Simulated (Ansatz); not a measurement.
Band table of TePb (begun as wurtzite type, now flat h-MgO)

```xyz
4
Lattice="5.4203 0.0000 0.0000 -2.7101 4.6941 0.0000 0.0000 0.0000 6.4800" Properties=species:S:1:pos:R:3 pbc="T T T"
Pb    0.0000    3.1294   -0.4008
Pb    2.7101    1.5647    2.8392
Te    0.0000    3.1294    2.8372
Te    2.7101    1.5647    6.0772
```

The cell comes from a relaxation on PAW files under the same functional, begun from a prototype that needn't be the stable phase.

Level of theory: DFT with PBE, scalar-relativistic, in Ansatz 0.2.0; a Γ-centred 8×8×5 k mesh, Fermi–Dirac smearing of 0.1 eV, no spin polarisation. LAPW: all electrons, basis error target 1 meV/atom.

This run: volume at 0.94 of the series' base cell.

Spin–orbit coupling is left out, which matters for the heavy atoms.

Path points, in fractions of the reciprocal vectors: Γ (0.000, 0.000, 0.000), M (0.500, 0.000, 0.000), K (0.333, 0.333, 0.000), A (0.000, 0.000, 0.500), L (0.500, 0.000, 0.500), H (0.333, 0.333, 0.500). Levels in eV from the valence-band top; bands 41 to 70, counted from the lowest band of the run. The gap is 1.07 eV, the pressure 2.13 GPa.

```
# k(1/Å) point b41 b42 b43 b44 b45 b46 b47 b48 b49 b50 b51 b52 b53 b54 b55 b56 b57 b58 b59 b60 b61 b62 b63 b64 b65 b66 b67 b68 b69 b70
0.000 Γ -16.93 -16.89 -16.89 -16.89 -16.89 -16.88 -16.87 -16.87 -16.85 -16.85 -11.88 -10.30 -7.45 -5.84 -4.32 -2.87 -2.87 -1.53 -1.50 -1.50 1.20 1.20 2.86 2.86 4.13 4.17 5.42 5.42 6.34 7.20
0.167 - -16.93 -16.89 -16.89 -16.89 -16.89 -16.88 -16.87 -16.87 -16.85 -16.85 -11.81 -10.28 -7.62 -6.08 -4.25 -2.99 -2.68 -1.66 -1.57 -1.29 1.14 1.45 2.85 3.13 4.09 4.68 5.24 5.46 6.12 7.22
0.335 - -16.93 -16.90 -16.89 -16.88 -16.88 -16.88 -16.87 -16.87 -16.85 -16.85 -11.60 -10.25 -7.98 -6.63 -4.04 -3.23 -2.33 -2.00 -1.73 -0.88 1.28 2.13 2.97 3.80 4.07 4.94 5.16 5.85 6.07 7.51
0.502 - -16.93 -16.90 -16.89 -16.88 -16.88 -16.88 -16.87 -16.87 -16.86 -16.85 -11.31 -10.33 -8.18 -7.20 -3.73 -3.42 -2.42 -2.14 -1.89 -0.56 1.86 2.98 3.36 4.05 4.58 4.72 5.04 5.72 6.08 7.80
0.669 M -16.93 -16.91 -16.89 -16.88 -16.88 -16.88 -16.88 -16.87 -16.86 -16.85 -11.13 -10.44 -8.17 -7.49 -3.54 -3.50 -2.67 -2.10 -1.95 -0.46 2.36 3.46 3.56 4.02 4.65 4.98 5.28 5.31 5.51 7.13
0.766 - -16.93 -16.91 -16.89 -16.88 -16.88 -16.88 -16.88 -16.87 -16.86 -16.85 -11.10 -10.46 -8.16 -7.52 -3.61 -3.51 -2.70 -2.03 -1.89 -0.34 2.18 3.39 3.69 3.95 4.55 4.92 5.27 5.51 5.60 7.38
0.862 - -16.92 -16.91 -16.89 -16.88 -16.88 -16.88 -16.87 -16.87 -16.86 -16.85 -11.03 -10.52 -8.12 -7.62 -3.82 -3.43 -2.79 -2.19 -1.41 -0.16 1.96 3.04 3.78 4.12 4.53 4.59 5.17 5.77 6.22 7.30
0.959 - -16.92 -16.91 -16.89 -16.88 -16.88 -16.88 -16.87 -16.87 -16.86 -16.85 -10.91 -10.62 -8.05 -7.76 -3.97 -3.30 -2.93 -2.31 -0.88 -0.17 2.01 2.66 3.62 4.23 4.48 4.64 5.01 6.07 6.95 7.04
1.056 K -16.92 -16.92 -16.89 -16.88 -16.88 -16.87 -16.87 -16.86 -16.86 -16.85 -10.76 -10.76 -7.92 -7.92 -4.02 -3.12 -3.12 -2.35 -0.44 -0.44 2.30 2.30 3.57 4.08 4.64 4.81 4.81 6.20 6.92 7.62
1.249 - -16.92 -16.91 -16.89 -16.88 -16.88 -16.88 -16.87 -16.87 -16.86 -16.85 -11.13 -10.43 -8.16 -7.47 -3.84 -3.54 -2.66 -2.21 -1.22 -0.24 1.67 2.80 3.78 3.94 4.42 4.74 5.28 5.71 6.73 7.51
1.442 - -16.93 -16.90 -16.89 -16.88 -16.88 -16.88 -16.87 -16.87 -16.86 -16.85 -11.52 -10.26 -8.07 -6.82 -3.95 -3.44 -2.13 -2.01 -1.86 -0.67 1.22 2.58 2.85 4.15 4.20 4.37 5.75 6.05 6.11 7.18
1.635 - -16.93 -16.89 -16.89 -16.89 -16.89 -16.88 -16.87 -16.87 -16.85 -16.85 -11.79 -10.27 -7.68 -6.15 -4.22 -3.04 -2.61 -1.70 -1.60 -1.23 1.12 1.55 2.84 3.23 4.09 4.84 5.10 5.59 6.05 7.18
1.828 Γ -16.93 -16.89 -16.89 -16.89 -16.89 -16.88 -16.87 -16.87 -16.85 -16.85 -11.88 -10.30 -7.45 -5.84 -4.32 -2.87 -2.87 -1.53 -1.50 -1.50 1.20 1.20 2.86 2.86 4.13 4.17 5.42 5.42 6.34 7.20
1.950 - -16.93 -16.89 -16.89 -16.89 -16.89 -16.88 -16.87 -16.87 -16.85 -16.85 -11.84 -10.38 -7.45 -5.98 -4.06 -2.83 -2.83 -1.56 -1.56 -1.28 1.22 1.22 2.74 2.74 3.44 4.28 5.61 5.61 5.88 6.95
2.071 - -16.92 -16.89 -16.89 -16.89 -16.89 -16.88 -16.87 -16.87 -16.85 -16.85 -11.71 -10.61 -7.42 -6.32 -3.37 -2.70 -2.70 -1.73 -1.73 -0.70 1.29 1.29 2.28 2.43 2.43 4.44 4.85 6.14 6.14 6.24
2.192 - -16.91 -16.89 -16.89 -16.89 -16.89 -16.89 -16.86 -16.86 -16.86 -16.86 -11.50 -10.91 -7.29 -6.71 -2.50 -2.50 -2.39 -1.97 -1.97 -0.45 1.45 1.45 1.66 2.06 2.06 3.59 4.72 5.60 6.93 6.93
2.313 A -16.90 -16.90 -16.89 -16.89 -16.89 -16.89 -16.86 -16.86 -16.86 -16.86 -11.23 -11.23 -7.05 -7.05 -2.24 -2.24 -2.24 -2.24 -1.29 -1.29 1.71 1.71 1.71 1.71 2.37 2.37 5.10 5.10 7.89 7.89
2.481 - -16.90 -16.90 -16.89 -16.89 -16.89 -16.89 -16.86 -16.86 -16.86 -16.86 -11.17 -11.17 -7.26 -7.26 -2.35 -2.35 -2.07 -2.07 -1.21 -1.21 1.63 1.63 1.99 1.99 2.25 2.25 5.53 5.53 7.75 7.75
2.648 - -16.90 -16.90 -16.89 -16.89 -16.89 -16.89 -16.86 -16.86 -16.86 -16.86 -11.00 -11.00 -7.74 -7.74 -2.57 -2.57 -1.77 -1.77 -0.99 -0.99 1.62 1.62 2.00 2.00 2.68 2.68 6.47 6.47 7.49 7.49
2.815 - -16.90 -16.90 -16.89 -16.89 -16.89 -16.89 -16.86 -16.86 -16.86 -16.86 -10.79 -10.79 -8.21 -8.21 -2.76 -2.76 -1.59 -1.59 -0.76 -0.76 1.38 1.38 2.36 2.36 3.50 3.50 6.44 6.44 7.29 7.29
2.983 L -16.90 -16.90 -16.89 -16.89 -16.88 -16.88 -16.86 -16.86 -16.86 -16.86 -10.68 -10.68 -8.42 -8.42 -2.83 -2.83 -1.54 -1.54 -0.66 -0.66 1.21 1.21 2.77 2.77 3.94 3.94 5.91 5.91 7.21 7.21
3.079 - -16.90 -16.90 -16.89 -16.89 -16.88 -16.88 -16.86 -16.86 -16.86 -16.86 -10.67 -10.67 -8.44 -8.44 -2.94 -2.94 -1.38 -1.38 -0.61 -0.61 1.19 1.19 2.56 2.56 4.11 4.11 5.76 5.76 7.20 7.20
3.176 - -16.90 -16.90 -16.89 -16.89 -16.88 -16.88 -16.86 -16.86 -16.86 -16.86 -10.64 -10.64 -8.49 -8.49 -3.13 -3.13 -1.10 -1.10 -0.43 -0.43 1.15 1.15 2.18 2.18 4.34 4.34 5.55 5.55 7.02 7.02
3.272 - -16.90 -16.90 -16.89 -16.89 -16.88 -16.88 -16.86 -16.86 -16.86 -16.86 -10.60 -10.60 -8.55 -8.55 -3.27 -3.27 -0.94 -0.94 -0.14 -0.14 1.09 1.09 1.86 1.86 4.39 4.39 5.51 5.51 6.90 6.90
3.369 H -16.90 -16.90 -16.89 -16.89 -16.88 -16.88 -16.86 -16.86 -16.86 -16.86 -10.58 -10.58 -8.58 -8.58 -3.31 -3.31 -0.89 -0.89 0.00 0.00 1.07 1.07 1.74 1.74 4.36 4.36 5.53 5.53 6.87 6.87
3.562 - -16.90 -16.90 -16.89 -16.89 -16.88 -16.88 -16.86 -16.86 -16.86 -16.86 -10.68 -10.68 -8.40 -8.40 -3.15 -3.15 -1.07 -1.07 -0.37 -0.37 1.20 1.20 1.83 1.83 4.25 4.25 5.69 5.69 6.99 6.99
3.755 - -16.90 -16.90 -16.89 -16.89 -16.89 -16.89 -16.86 -16.86 -16.86 -16.86 -10.93 -10.93 -7.90 -7.90 -2.76 -2.76 -1.52 -1.52 -0.86 -0.86 1.48 1.48 1.86 1.86 3.11 3.11 6.53 6.53 7.33 7.33
3.949 - -16.90 -16.90 -16.89 -16.89 -16.89 -16.89 -16.86 -16.86 -16.86 -16.86 -11.15 -11.15 -7.32 -7.32 -2.39 -2.39 -2.01 -2.01 -1.18 -1.18 1.60 1.60 2.09 2.09 2.21 2.21 5.66 5.66 7.67 7.67
4.142 A -16.90 -16.90 -16.89 -16.89 -16.89 -16.89 -16.86 -16.86 -16.86 -16.86 -11.23 -11.23 -7.05 -7.05 -2.24 -2.24 -2.24 -2.24 -1.29 -1.29 1.71 1.71 1.71 1.71 2.37 2.37 5.10 5.10 7.89 7.89
```
